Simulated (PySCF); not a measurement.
C2FH5, in a box:

```xyz
8
Lattice="13.0000 0.0000 0.0000 0.0000 12.0000 0.0000 0.0000 0.0000 12.0000" Properties=species:S:1:pos:R:3 pbc="T T T"
C     6.0020    6.5706    5.7321
C     6.7820    5.4694    6.3130
F     8.0941    5.7978    6.5905
H     4.9548    6.3003    5.5489
H     6.4168    7.0342    4.9195
H     5.9510    7.3135    6.5525
H     6.8860    4.6712    5.5565
H     6.3346    4.9704    7.2190
```

The cell isn't the ideal one: atoms moved at random, drawn with an rms of 0.05 Å.

Base run:

* Program: PySCF 2.14.0
* Functional: PBE
* Potentials or basis: 6-31g* (all-electron)
* k mesh: 1 × 1 × 1
* Occupations: fixed
* Spin: no spin polarisation

Its results: gap between the frontier levels 8.90 eV.

Problem. The run is repeated on the same cell with these changes: functional from PBE to SCAN0. What comes out?

Solution. Gap between the frontier levels 12.35 eV.

SCAN0 gives the wider gap, since exact exchange removes part of the self-interaction.

Caveats: this is a molecule in a periodic box at the Γ point, so its band gap is the HOMO-LUMO gap; the basis of atomic orbitals isn't converged, which shifts pressures, moduli and gaps.

